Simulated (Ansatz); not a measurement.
# HfO2 (P4_2/mnm) in Ansatz: equation of state

How stiff is HfO2 in PBE, and what volume does it want? The cell is scaled to several volumes.

Program: Ansatz 0.2.0. These are calculated values, not measurements. Logs are shortened: lines on timing, memory, paths and dates and some standing lists are left out, and cuts for length are marked.

### 1 Starting point

The structure is tetragonal, space group P4_2/mnm (No. 136). The conventional cell has a = 4.814 Å, b = 4.814 Å, c = 3.205 Å, α = 90.00°, β = 90.00°, γ = 90.00°. Hf (site symmetry mmm) has 6 O at 2.08 Å as nearest neighbours. O (site symmetry m2m) is surrounded by 3 Hf at 2.08 Å.

Measurements of this composition are mostly on another form, of space group No. 14.

### 2 Equation of state, PBE

Potentials or basis: all-electron LAPW, scalar-relativistic.

This step only gathers the single runs of the series.

Results:

```yaml
Equilibrium_volume: 12.85 Å³/atom
Bulk_modulus_at_fixed_shape_and_positions: 215 GPa
Pressure_derivative_of_the_bulk_modulus: 4.2
```

Energy against volume, from the lowest point:
```tsv
volume (Å³/atom)	energy (meV/atom)
11.636	90.56
11.883	55.25
12.131	29.41
12.378	12.12
12.626	2.56
12.873	0.00
13.121	3.76
```

Caveat: the cell was scaled at fixed shape and fractional positions, which overstates the stiffness of a crystal with free parameters, most of all of layers and chains. Spin-orbit coupling is left out, which matters for the levels of Hf.
